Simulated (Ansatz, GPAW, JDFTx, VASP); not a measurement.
**MnO: programs and potentials compared**

```
CELL_PARAMETERS angstrom
0.00000 2.22391 2.22391
2.22391 0.00000 2.22391
2.22391 2.22391 0.00000
ATOMIC_POSITIONS crystal
Mn 0.00000 0.00000 0.00000
O 0.50000 0.50000 0.50000
```

The cell is a database's computed one, not the measured one.

Alike in all runs: task single point; functional LDA; k mesh 10 × 10 × 10; occupations gaussian, width 0.05 eV; collinear spin, ferromagnetic start; no spin-orbit coupling. The measured crystal is an antiferromagnetic insulator; the state found here is the runs' own. LDA stands for any of its common fits. Pressure is positive in compression and, in plane waves, holds the error of the finite cutoff.

```csv
program and potentials,plane-wave cutoff (eV),notes,band gap (eV),pressure (GPa),net moment per atom (μB)
"Ansatz, all-electron LAPW, scalar-relativistic",-,-,?,?,?
"VASP, LDA PAW files Mn_pv, O, 520 eV",520,9.5 valence electrons an atom on average,no gap,-17.81,2.26
"JDFTx, PseudoDojo-SR-LDA-0.4.1-standard with smoothed tails",1306,10.5 valence electrons an atom on average,no gap,-16.26,2.32
"GPAW, the program's PAW data sets (release 1.2.1) made for this functional",800,10.5 valence electrons an atom on average,no gap,-15.95,2.27
```

Problem. Estimate from the other rows what the run with Ansatz, all-electron LAPW, scalar-relativistic gave.

Solution. No band gap; pressure -16.39 GPa; net moment per atom 2.30 μB. The other rows, which needn't bracket it: pressure -17.81 to -15.95; net moment per atom 2.26 to 2.32.
